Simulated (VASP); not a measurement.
A run of VASP 6.6.1 is set up as follows.

POSCAR

```
AgBr
1.0
    0.0000000000      2.8701500000      2.8701500000
    2.8701500000      0.0000000000      2.8701500000
    2.8701500000      2.8701500000      0.0000000000
Ag Br
1 1
Direct
    0.0000000000      0.0000000000      0.0000000000
    0.5000000000      0.5000000000      0.5000000000
```

File INCAR.step1:

```
PREC = Accurate ; ENCUT = 520
EDIFF = 1E-5 ; ISMEAR = 0
SIGMA = 0.02 ; LREAL = F
LASPH = T ; NELM = 60
ALGO = Normal ; ISIF = 2
LWAVE = T ; LCHARG = F
LMAXMIX = 4 ; NBANDS = 16
GGA = PE
```

Contents of INCAR.step2:

```
PREC = Accurate ; ENCUT = 520
EDIFF = 1E-6 ; ISMEAR = 0
SIGMA = 0.02 ; LREAL = F
LASPH = T ; NELM = 60
ALGO = Normal ; ISIF = 2
LWAVE = F ; LCHARG = F
LMAXMIX = 4 ; GGA = PE
LHFCALC = T ; HFSCREEN = 0.2
PRECFOCK = Fast ; NBANDS = 16
ISTART = 1
```

Contents of KPOINTS:

```
regular mesh
0
Gamma
  6 6 6
```

The input KPOINTS_OPT:

```
path GXWKGLUWLK,UX
12
line-mode
reciprocal
 0.0000000000  0.0000000000  0.0000000000  G
 0.5000000000  0.0000000000  0.5000000000  X

 0.5000000000  0.0000000000  0.5000000000  X
 0.5000000000  0.2500000000  0.7500000000  W

 0.5000000000  0.2500000000  0.7500000000  W
 0.3750000000  0.3750000000  0.7500000000  K

 0.3750000000  0.3750000000  0.7500000000  K
 0.0000000000  0.0000000000  0.0000000000  G

 0.0000000000  0.0000000000  0.0000000000  G
 0.5000000000  0.5000000000  0.5000000000  L

 0.5000000000  0.5000000000  0.5000000000  L
 0.6250000000  0.2500000000  0.6250000000  U

 0.6250000000  0.2500000000  0.6250000000  U
 0.5000000000  0.2500000000  0.7500000000  W

 0.5000000000  0.2500000000  0.7500000000  W
 0.5000000000  0.5000000000  0.5000000000  L

 0.5000000000  0.5000000000  0.5000000000  L
 0.3750000000  0.3750000000  0.7500000000  K

 0.6250000000  0.2500000000  0.6250000000  U
 0.5000000000  0.0000000000  0.5000000000  X
```

Potentials or basis: VASP PAW PBE potentials, release 64 (Ag, Br).

Launch:

```sh
$ cat potpaw_PBE.64/Ag/POTCAR potpaw_PBE.64/Br/POTCAR > POTCAR
$ cp INCAR.step1 INCAR
$ mpirun -np 1 vasp_std > vasp.out
$ cp INCAR.step2 INCAR
$ mpirun -np 1 vasp_std > vasp.out
```

(1) Estimate the band gap on the k mesh.

(2) Estimate the pressure.

Results:

(1) 2.02 eV, indirect (least direct gap 3.86 eV).

(2) 1.9 GPa.

Caveat: the PAW data sets were made with another functional, which shifts forces and pressure a little.
